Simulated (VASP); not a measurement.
Set up this calculation in VASP 6.6.1, as the native input.

| Item | Value |
| --- | --- |
| Task | single point |
| Functional | LDA |
| Potentials or basis | VASP PAW LDA potentials, release 64 (K_sv, F) |
| Cutoff | 520 eV |
| k mesh | 8 × 8 × 8 |
| Occupations | gaussian, width 0.05 eV |
| Spin | no spin polarisation |
| Dipole correction | no |
| Further INCAR settings | ALGO = Fast; EDIFF = 1e-06; NBANDS = 15 |

The structure of KF lies in POSCAR:

```
KF
1.0
    3.2589550000      0.0000000000      0.0000000000
    0.0000000000      3.2589550000      0.0000000000
    0.0000000000      0.0000000000      3.2589550000
K F
1 1
Direct
    0.0000000000     -0.1380810720     -0.1380810720
    0.5000000000      0.5000000000      0.5000000000
```

The cell comes from a database or a generator and needn't be the stable form of this composition.

The cell isn't the ideal one: atom 1 (K) moved by (-0.450, -0.450) A along y and z.

One way to write it, as run:

INCAR

```
SYSTEM = KF
  PREC = Accurate
  ENCUT = 520
  EDIFF = 1E-6
  ISMEAR = 0
  SIGMA = 0.05
  LREAL = .False.
  LASPH = .True.
  NELM = 60
  ALGO = Fast
  ISIF = 2
  LWAVE = .False.
  LCHARG = .True.
  LELF = .True.
  LVHAR = .True.
  NBANDS = 15
```

KPOINTS

```
regular mesh
0
Gamma
  8 8 8
  0 0 0
```

Potentials or basis: VASP PAW LDA potentials, release 64 (K_sv, F).

Run with:

```sh
$ cat potpaw_LDA.64/K_sv/POTCAR potpaw_LDA.64/F/POTCAR > POTCAR
$ mpirun -np 1 vasp_std > vasp.out
```

It gave:

The pressure is 0.6 GPa. The largest force is 1.001 eV/Å and the band gap on the k mesh is 5.95 eV, indirect (least direct gap 6.00 eV).

Caveat: forces of over 1 eV/Å show positions far from the minimum, so gaps and moduli don't describe the material at rest.

Wall time 36 s on 1 thread of AMD EPYC 9R45 96-Core Processor (Zen 5), on a shared host, peak memory 0.13 GiB.
